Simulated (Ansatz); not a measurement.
# Cr (P6_3/mmc) in Ansatz: reference runs

Reference runs on Cr: the cell as given and a disturbed copy.

Program: Ansatz 0.2.0. These are calculated values, not measurements. Logs are shortened: lines on timing, memory, paths and dates and some standing lists are left out, and cuts for length are marked.

**1. The structure**

Symmetry: P6_3/mmc, No. 194, hexagonal system. The conventional cell has a = 2.714 Å, b = 2.714 Å, c = 4.410 Å, α = 90.00°, β = 90.00°, γ = 120.00°. Around Cr (site symmetry -6m2) lie 12 Cr at 2.71 Å.

This isn't the form of Cr at room conditions, which is bcc.

**2. Single point, PBEsol, collinear spin, ferromagnetic start**

Contents of input.yaml:

```yaml
crystal:
  lattice:
    - [2.714, 0.0, 0.0]
    - [-1.357, 2.3503929459, 0.0]
    - [0.0, 0.0, 4.41]
  atoms:
    - { symbol: Cr, position: [0.6666666667, 0.3333333333, 0.75], spin: 3.0 }
    - { symbol: Cr, position: [0.3333333333, 0.6666666667, 0.25], spin: 3.0 }
kpoints:
  mp_grid: { grid: [11, 11, 6] }
scf:
  occupations: { method: fermi_dirac, width: 0.05 }
hamiltonian:
  xc: pbesol
  pseudopotentials: { kind: all_electron, lapw: { basis_error: 0.001 } }
magnetization:
  spin_polarized: true
output:
  forces: true
  stress: true
  eigenvalues: true
  populations: true
```

Potentials or basis: all-electron LAPW, scalar-relativistic.

Command:

```
$ ansatz run input.yaml --threads 2 --pin off --max-ram 6144MiB --backend cpu --events-out ev --progress --plain --runs-dir out
```

The log of the run:

```text
Warning: RAYON_NUM_THREADS=2 ignored (pool sized by the plan → 2); use --threads N
Cr: projections on atomic orbitals take those of the free atom 1s2 2s2 2p6 3s2 3p6 3d5 4s1, of charge +0.00 (hamiltonian.pseudopotentials.projection_atoms)
LAPW: plane waves up to 8.176 Å⁻¹, error target 1.0e-3 eV per atom; small_component_spin mean_spin; Cr in spheres of 1.353 Å, 14 of its electrons in bands, Dirac shells [] (how accurate: hamiltonian.pseudopotentials.lapw.basis_error, Limitations)
Engine: ansatz 0.2.0, x86_64-unknown-linux-gnu
Pseudopotentials: kind: all_electron
Pseudopotential: Cr, LAPW, valence charge 14, lapw/all_electron/scalar/gaussian/Cr, Koelling and Harmon's equation, gaussian nucleus
Functional definition: PBEsol
  exchange = pbesol_x
  correlation = pbesol_c
Crystal: 2 atoms, lattice volume = 28.131 Å³
Basis set: ecut = 254.67849223297054 eV, 263 PW (Γ), exchange–correlation at level 2
Bands: 21, of which v1, the nominal top of the filled ones, is band 14 counted from 1 (13 counted from 0)
Symmetry: 24 space group operations
Space group: P63/mmc (ITA 194), of the structure as read, at distance tolerance 3.0e-5 Å
Magnetic group: BNS 194.263 (UNI 1493), of the structure as read, at distance tolerance 3.0e-5 Å
k-points: 64 of 726
Non-local potential: Cr, projectors of the file, none
Initial density: superposition of atomic densities (chi_scale 0.1, normalization cell)
Starting moments: Σ|m| = 6 μB on 2 of 2 sites
Initial wavefunctions: plane waves of lowest kinetic energy (no species holds an atomic orbital)
Functional: x = pbesol(κ = 0.804, μ = 0.12345679012345678), c = pbesol(β = 0.046)
iter 1 solved again at ethr=1.19e-3 eV; its pass at ethr=1.00e-1 eV (dr2=3.34e-1 eV) is discarded
SCF iter   1: F=—  HF=-57132.084665 eV  |F-HF|=—  |Δ(HF+E_count)|=         —  Δρ=8.00e-2 (↑8.00e-2 ↓6.33e-2)  dr2=3.36e-1  dr2_m=1.20e0  M=2.466 μB ∫|m|=2.466 μB  β_m=0.30  ethr=1.19e-3  ⟨swp⟩=2.5  Hψ=17910  notcnv=0
Mixer restart at iter 1: flushing history
preconditioner: auto → none  [metal: Δε(μ)=0.022 eV  Ē_g=5.416 eV  σ=0.050 eV  W_gap=0.11  n_scr=8 (ndim 8)  ℏωp=24.3 eV  f_vac=0.000  D(μ)=3.37/eV (n_scr^D=42)  sad-step TF]
SCF iter   2: F=—  HF=-57132.105184 eV  |F-HF|=—  |Δ(HF+E_count)|=   2.05e-2  Δρ=4.41e-2 (↑4.41e-2 ↓3.79e-2)  dr2=6.97e-2  dr2_m=4.10e-1  M=2.840 μB ∫|m|=2.840 μB  β_m=0.43  ethr=1.19e-3  ⟨swp⟩=2.9  Hψ=8852  notcnv=0
SCF iter   3: F=—  HF=-57132.754639 eV  |F-HF|=—  |Δ(HF+E_count)|=   6.49e-1  Δρ=2.91e-2 (↑2.91e-2 ↓2.40e-2)  dr2=4.30e-2  dr2_m=1.67e-1  M=2.368 μB ∫|m|=2.368 μB  β_m=0.54  ethr=2.49e-4  ⟨swp⟩=3.0  Hψ=9035  notcnv=0
iter 4 solved again at ethr=1.80e-6 eV; its pass at ethr=1.54e-4 eV (dr2=5.05e-4 eV) is discarded
SCF iter   4: F=—  HF=-57132.933055 eV  |F-HF|=—  |Δ(HF+E_count)|=   1.78e-1  Δρ=2.69e-3 (↑2.69e-3 ↓2.65e-3)  dr2=5.04e-4  dr2_m=1.69e-3  M=1.882 μB ∫|m|=1.884 μB  β_m=0.77  ethr=1.80e-6  ⟨swp⟩=2.5  Hψ=14245  notcnv=0
SCF iter   5: F=—  HF=-57132.942281 eV  |F-HF|=—  |Δ(HF+E_count)|=         —  Δρ=8.42e-4 (↑5.75e-4 ↓8.42e-4)  dr2=1.48e-4  dr2_m=5.69e-5  M=1.692 μB ∫|m|=1.694 μB  β_m=0.89  ethr=1.80e-6  ⟨swp⟩=3.0  Hψ=8454  notcnv=0
the basis was enlarged: its passes take 830.4 KiB over the memory plan, 2 of 2 planned eigensolver slots
SCF iter   6: F=—  HF=-57132.949040 eV  |F-HF|=—  |Δ(HF+E_count)|=   6.76e-3  Δρ=2.99e-4 (↑2.99e-4 ↓2.91e-4)  dr2=8.93e-6  dr2_m=1.94e-5  M=1.640 μB ∫|m|=1.640 μB  β_m=0.94  ethr=5.27e-7  ⟨swp⟩=3.0  Hψ=8461  notcnv=0
SCF iter   7: F=—  HF=-57132.949166 eV  |F-HF|=—  |Δ(HF+E_count)|=   1.26e-4  Δρ=2.68e-5 (↑2.68e-5 ↓2.23e-5)  dr2=1.11e-7  dr2_m=1.16e-7  M=1.647 μB ∫|m|=1.648 μB  β_m=0.96  ethr=3.19e-8  ⟨swp⟩=2.9  Hψ=8141  notcnv=0
SCF iter   8: F=—  HF=-57132.949167 eV  |F-HF|=—  |Δ(HF+E_count)|=   9.82e-7  Δρ=4.77e-6 (↑4.77e-6 ↓3.95e-6)  dr2=4.83e-9  dr2_m=3.73e-9  M=1.649 μB ∫|m|=1.649 μB  β_m=0.98  ethr=3.97e-10  ⟨swp⟩=3.0  Hψ=8358  notcnv=0
SCF iter   9: F=-57132.949167 eV  HF=-57132.949167 eV  |F-HF|=1.14e-8  |Δ(HF+E_count)|=   4.64e-8  Δρ=1.90e-6 (↑1.44e-6 ↓1.90e-6)  dr2=2.58e-9  dr2_m=1.14e-10  M=1.649 μB ∫|m|=1.649 μB  ethr=1.72e-11  ⟨swp⟩=3.0  Hψ=8470  notcnv=0
SCF 1 converged in 9 iterations: F = -57132.949167 eV  dr2 = 2.58e-9
Symmetry: 12 space group operations
k-points: 64 of 726 (time reversal used)
Initial density: read from a saved state, or passed on in memory by an earlier SCF of this step, an earlier step, the calling program or the single point that the run made first
Starting moments: Σ|m| = 6 μB on 2 of 2 sites; this step starts from the density that it was given
Initial wavefunctions: those read from a saved state, or passed on in memory by an earlier step or the calling program
iter 1 solved again at ethr=9.22e-12 eV; its pass at ethr=3.57e-6 eV (dr2=2.58e-9 eV) is discarded
SCF iter   1: F=—  HF=-57132.949167 eV  |F-HF|=—  |Δ(HF+E_count)|=         —  Δρ=1.90e-6 (↑1.44e-6 ↓1.90e-6)  dr2=2.58e-9  dr2_m=1.14e-10  M=1.649 μB ∫|m|=1.649 μB  ethr=9.22e-12  ⟨swp⟩=3.7  Hψ=14034  notcnv=0
the basis was enlarged: its passes take 830.4 KiB over the memory plan, 2 of 2 planned eigensolver slots
preconditioner: auto → none  [metal: Δε(μ)=0.004 eV  Ē_g=4.799 eV  σ=0.050 eV  W_gap=0.02  n_scr=8 (ndim 8)  ℏωp=24.3 eV  f_vac=0.000  D(μ)=4.14/eV (n_scr^D=66)]
SCF iter   2: F=—  HF=-57133.197303 eV  |F-HF|=—  |Δ(HF+E_count)|=   2.48e-1  Δρ=3.55e-2 (↑3.55e-2 ↓2.18e-2)  dr2=2.84e0  dr2_m=2.34e-2  M=1.701 μB ∫|m|=2.094 μB  ethr=3.57e-6  ⟨swp⟩=3.6  Hψ=9817  notcnv=0  defer=8
SCF iter   3: F=—  HF=-57132.943689 eV  |F-HF|=—  |Δ(HF+E_count)|=   2.54e-1  Δρ=3.43e-3 (↑3.43e-3 ↓1.82e-3)  dr2=2.91e-2  dr2_m=1.84e-4  M=1.909 μB ∫|m|=1.941 μB  ethr=3.57e-6  ⟨swp⟩=3.0  Hψ=9263  notcnv=0
an SCF along what the orbitals of the run's state read of its open shells (or to have them read: on a GPU, or by another smearing), with 12 of the crystal's symmetry operations given up, reached no lower state that the run goes on to. This is no proof of a minimum
SCF converged after 9 iterations
Magnetization: 1.6486 μB (14.8243 up, 13.1757 down)
Absolute magnetization: 1.6494 μB (∫|ρ↑−ρ↓|)
Spin contamination: 0.0038 ħ² per cell (⟨S²⟩ above its minimum at these occupations)
Per-site moments (μB) at R_I (Å): [(0.7938909946214512, 1.3525245021155226), (0.7938909946214512, 1.3525245021155226)]
Free energy (F): -57132.949167 eV
Harris-Foulkes:  -57132.949167 eV  (|F-HF|=1.14e-8)
Internal energy: -57132.914553 eV  (E = F + TS)
E sigma→0 (E₀):  -57132.931860 eV
Entropy (-TS):   -0.034614 eV (-17.307 meV/atom)
Fermi energy:    15.537313 eV
--- Per-component energies (eV) ---
  E_band       = -382.328926
  E_kinetic    = 57774.669083
  E_xc         = -2593.132227
  E_electrostatic = -112314.451409  (all electrons and nuclei)
  E_smearing   = -0.034614  (= −TS)
  E_closure    = 0.000000  (closes the sum)
  E_atoms      = -57113.980463  (free atoms, spherical and without spin; not in F)
  Σ components = -57132.949167   (vs F -57132.949167, Δ=0.00e0)
  Basis errors (estimates in eV, not in F): energy 1.7e-4 per atom: plane waves 1.4e-4 (7.0e-5 summed), levels above the bands 1.5e-71, relativity 6.4e-9, radial functions 3.2e-5, core shells 5.9e-9; eigenvalues (radial functions only) 7.0e-7; not estimated: angular momenta, meshes, grids; target (lapw.basis_error) 1.0e-3; muffin-tin radii Cr 1.353 Å
--- Forces (eV/Å), atoms counted from 1 ---
  atom   1  Cr     0.00000000     0.00000000     0.00000000
  atom   2  Cr    -0.00000000    -0.00000000     0.00000000
  max |Σ_I F_I| component: 4.63e-18 eV/Å
--- Stress (GPa, compression-positive) ---
      -33.721667       0.000000       0.000000
        0.000000     -33.721667       0.000000
        0.000000       0.000000     -29.000004
  P = ⅓ Tr σ = -32.1478 GPa (-321.478 kbar)
--- Band table (eV; the first three rows and the last of 128) ---
  k-point 0 ↑: bands = ["-56.1143", "-56.0242", "-27.7037", "-27.3485", "-27.3485", "-27.2810", "-27.2810", "-27.2082", "8.3524", "11.9553", "14.8994", "14.8994", "14.9420", "15.2708", "15.2708", "15.7236", "15.7236", "15.9075", "16.9729", "16.9729", "22.8323"]
  k-point 1 ↑: bands = ["-56.1083", "-56.0303", "-27.6712", "-27.3440", "-27.3440", "-27.2855", "-27.2855", "-27.2422", "8.5967", "11.8431", "14.8352", "14.8352", "14.8514", "15.1867", "15.1867", "15.3376", "15.9026", "15.9026", "16.9579", "16.9579", "23.9119"]
  k-point 2 ↑: bands = ["-56.0919", "-56.0468", "-27.5821", "-27.3344", "-27.3317", "-27.3317", "-27.2979", "-27.2979", "9.2940", "11.3149", "14.5830", "14.6289", "14.7806", "14.7806", "15.0028", "15.0028", "16.2682", "16.2682", "16.8618", "16.8618", "26.3458"]
  k-point 63 ↓: bands = ["-55.2368", "-55.2368", "-26.9057", "-26.9057", "-26.7787", "-26.7787", "-26.5844", "-26.5844", "13.6317", "13.6317", "14.2968", "14.2968", "14.8167", "14.8167", "16.4308", "16.4308", "17.7737", "17.7737", "21.7540", "21.7540", "24.1027"]
--- Löwdin populations: 2 sites ---
  site symbol       q [e]    m [muB]
     0     Cr     23.9188     0.8173
     1     Cr     23.9188     0.8173
  spilling = 0.003383 (of n_electrons = 48.000000)
```

Wall time 10 s (2 threads of AMD EPYC 9R45 (Zen 5), shared host); peak memory 0.64 GiB.

Results:

- Free energy: -57132.9492 eV
- Pressure: -32.1 GPa
- Band gap on the k mesh: none (metal or under the smearing width)
- Net moment: 1.65 μB per cell
- Absolute moment: 1.65 μB per cell
- Site moments: Cr +0.79 μB

Stress tensor (GPa, compression positive):
```
-33.72   0.00   0.00
  0.00 -33.72   0.00
  0.00   0.00 -29.00
```

Levels at points of the mesh, in eV from the Fermi level:
Spin up:
```tsv
k point	band 12	band 13	band 14	band 15	band 16	band 17	band 18	band 19
(0.00, 0.00, 0.00)	-0.64	-0.60	-0.27	-0.27	0.19	0.19	0.37	1.44
(0.00, 0.00, -0.50)	-1.10	-0.70	-0.70	-0.70	-0.70	1.09	1.09	1.09
```
Spin down:
| k point | band 11 | band 12 | band 13 | band 14 | band 15 | band 16 |
| --- | --- | --- | --- | --- | --- | --- |
| (0.00, 0.00, 0.00) | -0.01 | 0.05 | 0.05 | 0.44 | 0.44 | 0.65 |
| (0.00, 0.00, -0.50) | -0.58 | -0.58 | 0.00 | 0.00 | 0.00 | 0.00 |

Caveat: a pressure of tens of GPa on the cell as given is suspect, and the run, the potentials or the cell itself is likely at fault.

**3. Single point, PBEsol, collinear spin, ferromagnetic start (atoms moved at random, drawn with an rms of 0.05 Å)**

input.yaml, as its differences from that of step 2:

```diff
@@ -6,4 +6,4 @@
   atoms:
-    - { symbol: Cr, position: [0.6666666667, 0.3333333333, 0.75], spin: 3.0 }
-    - { symbol: Cr, position: [0.3333333333, 0.6666666667, 0.25], spin: 3.0 }
+    - { symbol: Cr, position: [0.677919, 0.334011, 0.744099], spin: 3.0 }
+    - { symbol: Cr, position: [0.330266, 0.660154, 0.254631], spin: 3.0 }
 kpoints:
```

Potentials or basis: all-electron LAPW, scalar-relativistic.

Command:

```
$ ansatz run input.yaml --threads 2 --pin off --max-ram 6144MiB --backend cpu --events-out ev --progress --plain --runs-dir out
```

The log of the run:

```text
Warning: RAYON_NUM_THREADS=2 ignored (pool sized by the plan → 2); use --threads N
Cr: projections on atomic orbitals take those of the free atom 1s2 2s2 2p6 3s2 3p6 3d5 4s1, of charge +0.00 (hamiltonian.pseudopotentials.projection_atoms)
LAPW: plane waves up to 8.337 Å⁻¹, error target 1.0e-3 eV per atom; small_component_spin mean_spin; Cr in spheres of 1.324 Å, 14 of its electrons in bands, Dirac shells [] (how accurate: hamiltonian.pseudopotentials.lapw.basis_error, Limitations)
[... 6 set-up lines as earlier in the session ...]
Crystal: 2 atoms, lattice volume = 28.131 Å³
[... 62 lines left out ...]
  atom   1  Cr     0.03432588     0.01994669     0.11902300
  atom   2  Cr    -0.03432588    -0.01994669    -0.11902300
  max |Σ_I F_I| component: 0.00e0 eV/Å
--- Stress (GPa, compression-positive) ---
      -32.845063       0.472185       0.044056
        0.472185     -33.393677       0.025555
        0.044056       0.025555     -29.021078
  P = ⅓ Tr σ = -31.7533 GPa (-317.533 kbar)
--- Band table (eV; the first three rows and the last of 728) ---
  k-point 0 ↑: bands = ["-56.1293", "-56.0378", "-27.7212", "-27.3657", "-27.3606", "-27.3031", "-27.2862", "-27.2221", "8.3455", "11.9415", "14.8686", "14.8976", "14.9168", "15.2282", "15.2615", "15.6782", "15.7619", "15.9173", "16.8981", "17.0190", "22.8085"]
  k-point 1 ↑: bands = ["-56.1234", "-56.0438", "-27.6890", "-27.3617", "-27.3559", "-27.3071", "-27.2910", "-27.2557", "8.5896", "11.8304", "14.8056", "14.8186", "14.8292", "15.1473", "15.1831", "15.3566", "15.8540", "15.9331", "16.8956", "16.9919", "23.8887"]
  k-point 2 ↑: bands = ["-56.1076", "-56.0598", "-27.6014", "-27.3508", "-27.3490", "-27.3405", "-27.3180", "-27.3038", "9.2862", "11.3057", "14.4741", "14.7175", "14.7633", "14.7645", "14.9676", "15.0026", "16.2237", "16.2830", "16.8288", "16.8696", "26.3179"]
  k-point 363 ↓: bands = ["-55.2319", "-55.2028", "-26.9009", "-26.8412", "-26.7075", "-26.6549", "-26.5708", "-26.5538", "12.4932", "13.1937", "13.6725", "14.4130", "15.4570", "15.7714", "15.9206", "17.4986", "17.7621", "17.8725", "18.5101", "21.3843", "24.2292"]
--- Löwdin populations: 2 sites ---
  site symbol       q [e]    m [muB]
     0     Cr     23.9188     0.8637
     1     Cr     23.9188     0.8637
  spilling = 0.003382 (of n_electrons = 48.000000)
```

Run time: 76 s. Hardware: 2 threads of AMD EPYC 9R45 (Zen 5), shared host; peak memory 1.9 GiB.

What came out:

```
Free energy            : -57132.9468 eV
Pressure               : -31.8 GPa
Largest force          : 0.125 eV/Å
Band gap on the k mesh : none (metal or under the smearing width)
Net moment             : 1.74 μB per cell
Absolute moment        : 1.74 μB per cell
Site moments           : Cr +0.83 μB
```

Forces on the atoms (eV/Å):
```
Cr   0.034  0.020  0.119
Cr  -0.034 -0.020 -0.119
```

Stress tensor (GPa, compression positive):
```
-32.85   0.47   0.04
  0.47 -33.39   0.03
  0.04   0.03 -29.02
```

Caveat: the cell as given lies far from equilibrium.
